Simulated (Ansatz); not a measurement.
# EuO (Fm-3m): which magnetic order lies lowest

Aim: at the geometry relaxed with parallel moments, start EuO (Fm-3m) in several magnetic orders and compare their energies.

Computed with Ansatz 0.2.0 (DFT PBE+U (U_eff = 6 eV on Eu 4f), scalar-relativistic, plane waves, PAW, unless a step's input says otherwise).

## (1) The system as given

Symmetry: Fm-3m, No. 225, cubic system. Conventional cell: a = 5.177 Å, b = 5.177 Å, c = 5.177 Å, α = 90.00°, β = 90.00°, γ = 90.00°. Around Eu (site symmetry m-3m) lie 6 O at 2.59 Å. O (site symmetry m-3m) is surrounded by 6 Eu at 2.59 Å.

Coordinates:

```xyz
2
Lattice="0.0000 2.5883 2.5883 2.5883 0.0000 2.5883 2.5883 2.5883 0.0000" Properties=species:S:1:pos:R:3 pbc="T T T"
Eu    0.0000    0.0000    0.0000
O     2.5883    2.5883    2.5883
```

An earlier run at PBE+U (U_eff = 6 eV on Eu 4f) left this cell at 17.340 Å³/atom and 0.00 GPa (10×10×10 mesh).

## (2) Coarse mesh, to find the state of the open shells

input.yaml reads:

```yaml
crystal:
  lattice:
    - [0.0, 2.5882963236, -2.5882963236]
    - [0.0, 2.5882963236, 2.5882963236]
    - [5.1765926472, 0.0, 0.0]
  atoms:
    - { symbol: Eu, position: [0.0, 0.0, 0.0], spin: 7.0 }
    - { symbol: O, position: [0.0, 1.0, 0.5] }
    - { symbol: Eu, position: [0.5, 0.5, 0.5], spin: 7.0 }
    - { symbol: O, position: [0.5, 1.5, 1.0] }
basis:
  ecutwfc: 420
  ecutrho_ratio: 4
kpoints:
  mp_grid: { grid: [4, 4, 3] }
hamiltonian:
  xc: pbe
  hubbard: { sites: [{ species: Eu, l: f, u_eff: 6.0 }] }
scf:
  occupations: { method: gaussian, width: 0.05 }
output:
  forces: true
  stress: true
  eigenvalues: true
  populations: true
  hubbard: { sites: [{ species: Eu, l: f }] }
magnetization:
  spin_polarized: true
```

On the command line:

```console
> ansatz run input.yaml --threads 4 --pin off --max-ram 10240MiB --backend cpu --events-out ev --progress --plain --runs-dir out
```

## (3) Ferromagnetic, larger cell

Changes to input.yaml since step 2:

```diff
@@ -14,3 +14,3 @@
 kpoints:
-  mp_grid: { grid: [4, 4, 3] }
+  mp_grid: { grid: [6, 6, 4] }
 hamiltonian:
@@ -20,2 +20,3 @@
   occupations: { method: gaussian, width: 0.05 }
+  lower_state_search: "off"
 output:
@@ -28 +29,7 @@
   spin_polarized: true
+checkpoint:
+  read: start.run
+  write: ck
+  compress: false
+  write_wavefunctions: false
+  write_every: 100000
```

start.run holds the state that an earlier run reached from these same starting moments.

## (4) Coarse mesh, to find the state of the open shells

input.yaml reads:

```yaml
crystal:
  lattice:
    - [0.0, 2.5882963236, -2.5882963236]
    - [0.0, 2.5882963236, 2.5882963236]
    - [5.1765926472, 0.0, 0.0]
  atoms:
    - { symbol: Eu, position: [0.0, 0.0, 0.0], spin: 7.0 }
    - { symbol: O, position: [0.0, 1.0, 0.5] }
    - { symbol: Eu, position: [0.5, 0.5, 0.5], spin: -7.0 }
    - { symbol: O, position: [0.5, 1.5, 1.0] }
basis:
  ecutwfc: 420
  ecutrho_ratio: 4
kpoints:
  mp_grid: { grid: [4, 4, 3] }
hamiltonian:
  xc: pbe
  hubbard: { sites: [{ species: Eu, l: f, u_eff: 6.0 }] }
scf:
  occupations: { method: gaussian, width: 0.05 }
output:
  forces: true
  stress: true
  eigenvalues: true
  populations: true
  hubbard: { sites: [{ species: Eu, l: f }] }
magnetization:
  spin_polarized: true
```

## (5) Antiferromagnetic, propagation vector (1, 0, 0)

Changes to input.yaml since step 4:

```diff
@@ -14,3 +14,3 @@
 kpoints:
-  mp_grid: { grid: [4, 4, 3] }
+  mp_grid: { grid: [6, 6, 4] }
 hamiltonian:
@@ -20,2 +20,3 @@
   occupations: { method: gaussian, width: 0.05 }
+  lower_state_search: "off"
 output:
@@ -28 +29,7 @@
   spin_polarized: true
+checkpoint:
+  read: start.run
+  write: ck
+  compress: false
+  write_wavefunctions: false
+  write_every: 100000
```

start.run holds the state that an earlier run reached from these same starting moments.

## (6) Coarse mesh, to find the state of the open shells

input.yaml reads:

```yaml
crystal:
  lattice:
    - [-2.5882963236, -2.5882963236, 5.1765926472]
    - [-5.1765926472, -2.5882963236, 2.5882963236]
    - [-2.5882963236, -5.1765926472, 2.5882963236]
  atoms:
    - { symbol: Eu, position: [0.0, 0.0, 0.0], spin: 7.0 }
    - { symbol: O, position: [1.25, -0.75, -0.75] }
    - { symbol: Eu, position: [0.5, 0.5, 0.5], spin: 7.0 }
    - { symbol: O, position: [1.75, -0.25, -0.25] }
basis:
  ecutwfc: 420
  ecutrho_ratio: 4
kpoints:
  mp_grid: { grid: [5, 5, 5] }
hamiltonian:
  xc: pbe
  hubbard: { sites: [{ species: Eu, l: f, u_eff: 6.0 }] }
scf:
  occupations: { method: gaussian, width: 0.05 }
output:
  forces: true
  stress: true
  eigenvalues: true
  populations: true
  hubbard: { sites: [{ species: Eu, l: f }] }
magnetization:
  spin_polarized: true
```

## (7) Ferromagnetic, larger cell

Changes to input.yaml since step 6:

```diff
@@ -14,3 +14,3 @@
 kpoints:
-  mp_grid: { grid: [5, 5, 5] }
+  mp_grid: { grid: [8, 8, 8] }
 hamiltonian:
@@ -20,2 +20,3 @@
   occupations: { method: gaussian, width: 0.05 }
+  lower_state_search: "off"
 output:
@@ -28 +29,7 @@
   spin_polarized: true
+checkpoint:
+  read: start.run
+  write: ck
+  compress: false
+  write_wavefunctions: false
+  write_every: 100000
```

start.run holds the state that an earlier run reached from these same starting moments.

## (8) Coarse mesh, to find the state of the open shells

Changes to input.yaml since step 7:

```diff
@@ -8,3 +8,3 @@
     - { symbol: O, position: [1.25, -0.75, -0.75] }
-    - { symbol: Eu, position: [0.5, 0.5, 0.5], spin: 7.0 }
+    - { symbol: Eu, position: [0.5, 0.5, 0.5], spin: -7.0 }
     - { symbol: O, position: [1.75, -0.25, -0.25] }
@@ -14,3 +14,3 @@
 kpoints:
-  mp_grid: { grid: [8, 8, 8] }
+  mp_grid: { grid: [5, 5, 5] }
 hamiltonian:
@@ -20,3 +20,2 @@
   occupations: { method: gaussian, width: 0.05 }
-  lower_state_search: "off"
 output:
@@ -29,7 +28 @@
   spin_polarized: true
-checkpoint:
-  read: start.run
-  write: ck
-  compress: false
-  write_wavefunctions: false
-  write_every: 100000
```

## (9) Antiferromagnetic, propagation vector (1/2, 1/2, -1/2)

Changes to input.yaml since step 8:

```diff
@@ -14,3 +14,3 @@
 kpoints:
-  mp_grid: { grid: [5, 5, 5] }
+  mp_grid: { grid: [8, 8, 8] }
 hamiltonian:
@@ -20,2 +20,3 @@
   occupations: { method: gaussian, width: 0.05 }
+  lower_state_search: "off"
 output:
@@ -28 +29,7 @@
   spin_polarized: true
+checkpoint:
+  read: start.run
+  write: ck
+  compress: false
+  write_wavefunctions: false
+  write_every: 100000
```

start.run holds the state that an earlier run reached from these same starting moments.

(Steps that only read results are left out.)

Q: Predict the outcome of this session. Wanted: orders tried; lowest; next above it.

The runs gave:

| quantity | value |
| --- | --- |
| orders tried | 3 |
| lowest | ferromagnetic |
| largest moment there | 6.76 μB |
| next above it | antiferromagnetic, propagation vector (1/2, 1/2, -1/2), 9.2 meV/atom |

What this shows: Of the orders that kept their pattern, the lowest is: ferromagnetic. The next lies 9.2 meV/atom higher. Only these orders were tried, at zero temperature; the one found in experiment may not be among them. Open d and f shells can converge to several self-consistent states; these numbers belong to the ones reached here. Spin–orbit coupling is left out, though the cell holds Eu; it splits the 4f levels.
